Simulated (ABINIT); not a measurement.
The system is As.

```
CELL_PARAMETERS angstrom
1.88080 1.08588 3.51406
-1.88080 1.08588 3.51406
0.00000 -2.17176 3.51406
ATOMIC_POSITIONS crystal
As 0.22600 0.22600 0.22600
As 0.77400 0.77400 0.77400
```

```yaml
Program: ABINIT 10.8.3 (patched build)
Task: relaxation of cell and atoms
Functional: LDA
Potentials_or_basis: PseudoDojo NC SR LDA v0.4.1 standard
Cutoff: 1088 eV
k_mesh: 7 × 7 × 7
Occupations: fermi-dirac, width 0.05 eV
Spin: no spin polarisation
```

At the start: pressure -1.4 GPa; volume 21.53 Å³/atom.

Problem. How do energy, volume and symmetry change on relaxing?

Solution. Over 10 steps the energy falls by 14.6 meV/atom and the volume is 20.37 Å³/atom (-5.4 %); space group R-3m (No. 166, to 0.05 Å).

Step by step:
```tsv
step	energy change (eV)	largest force (eV/Å)	pressure (GPa)	volume (Å³)
1	0.0000	0.2272	-1.44	43.06
2	-0.0028	0.2174	-1.23	42.87
3	-0.0167	0.0967	0.85	41.08
4	-0.0183	0.0650	0.74	41.04
5	-0.0268	0.1704	-0.26	40.72
6	-0.0275	0.1261	-0.38	40.88
7	-0.0285	0.0500	-0.29	40.94
8	-0.0291	0.0005	-0.10	40.84
9	-0.0291	0.0029	-0.01	40.76
10	-0.0291	0.0004	0.00	40.75
```

Final structure:
```
CELL_PARAMETERS angstrom
1.88393 1.08769 3.31408
-1.88393 1.08769 3.31408
0.00000 -2.17537 3.31408
ATOMIC_POSITIONS crystal
As 0.23031 0.23031 0.23031
As 0.76969 0.76969 0.76969
```
